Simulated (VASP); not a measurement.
Input of a VASP 6.6.1 run:

File INCAR:

```
PREC = Accurate ; ENCUT = 520
EDIFF = 1E-6 ; ISMEAR = 1
SIGMA = 0.05 ; LREAL = False
LASPH = True ; NELM = 100
ALGO = Fast ; ISIF = 2
LWAVE = False ; LCHARG = False
GGA = PS ; NBANDS = 9
```

File KPOINTS:

```
Automatic mesh
0
Gamma
  7 7 4
```

The input POSCAR:

```
Mg
1.0
    3.1814908409      0.0000000000      0.0000000000
   -1.5907454204      2.7552518901      0.0000000000
    0.0000000000      0.0000000000      5.1651521227
Mg
2
Direct
    0.3333333333      0.6666666667      0.2500000000
    0.6666666667      0.3333333333      0.7500000000
```

Potentials or basis: VASP PAW PBE potentials, release 64 (Mg).

Run with:

```bash
$ cat potpaw_PBE.64/Mg/POTCAR > POTCAR
$ mpirun -np 1 vasp_std > vasp.out
```

Q: Estimate the band gap on the k mesh.

A: None (metal or under the smearing width).

Q: What does it give for the pressure?

A: 0.0 GPa.

Stress tensor (GPa, compression positive):
```
-1.17  0.00  0.00
 0.00 -1.17  0.00
 0.00  0.00  2.21
```

Caveat: the PAW data sets were made with another functional, which shifts forces and pressure a little.
